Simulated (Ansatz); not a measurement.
Method: DFT PBE, scalar-relativistic, plane waves, PAW (Ansatz 0.2.0). All cells share a 420 eV cutoff and Γ-centred k meshes spaced at most about 0.3 Å⁻¹ (about 0.25 or finer for metals, 2π included). No spin polarisation.

All energies are static (0 K, no zero-point motion).

Task: Order these relaxed structures of B₃P₂ by energy, lowest first, with the energy over the lowest of them.
1.

Space group P-4m2 (No. 115). a = 3.185 Å, b = 3.185 Å, c = 6.120 Å, α = 90.00°, β = 90.00°, γ = 90.00°
| atom | site | symmetry | x | y | z |
| --- | --- | --- | --- | --- | --- |
| B | 2f | 2mm. | 0.5000 | 0.5000 | 0.6344 |
| B | 1a | -4m2 | 0.0000 | 0.0000 | 0.0000 |
| P | 2g | 2mm. | 0.5000 | 0.0000 | 0.8085 |

2.

Space group I4_1/amd:1 (No. 141). a = 3.156 Å, b = 3.156 Å, c = 21.864 Å, α = 90.00°, β = 90.00°, γ = 90.00°
```json
{"atom": "B", "site": "8e", "symmetry": "2mm.", "x": "0.0000", "y": "0.0000", "z": "0.3939"}
{"atom": "B", "site": "4a", "symmetry": "-4m2", "x": "0.0000", "y": "0.0000", "z": "0.0000"}
{"atom": "P", "site": "8e", "symmetry": "2mm.", "x": "0.5000", "y": "0.5000", "z": "0.3031"}
```

3.

Space group R-3c:H (No. 167). a = 4.946 Å, b = 4.946 Å, c = 14.643 Å, α = 90.00°, β = 90.00°, γ = 120.00°
```tsv
atom	site	symmetry	x	y	z
B	18e	.2	0.2474	0.0000	0.2500
P	12c	3.	0.0000	0.0000	0.3685
```

Result: 2 (0 meV/atom), 1 (169 meV/atom), 3 (916 meV/atom). Forms: cell 2 I4_1/amd; cell 1 P-4m2; cell 3 anti-corundum type, R-3c. Counting P atoms around B (those within 1.25 times the shortest such distance or 1.15 times the sum of covalent radii, 1.27 where that leaves under three; a slash parts the counts of unlike sites): cell 2 has B 2/4; cell 1 has B 2/4; cell 3 has B 4. Cell 2 holds B–B chains (shortest 1.78 Å); cell 1 holds B–B pairs (shortest 1.65 Å) (bonds between like non-metal atoms; other contacts aren't counted). All come from invented guesses.

In P-4m2 an odd number of electrons in the primitive cell allows no gap without spin; a larger cell or a magnetic state could open one. Cells relaxed within their symmetry can be saddle points. Some candidate types were left out of the draw beforehand, so a known form may be missing.
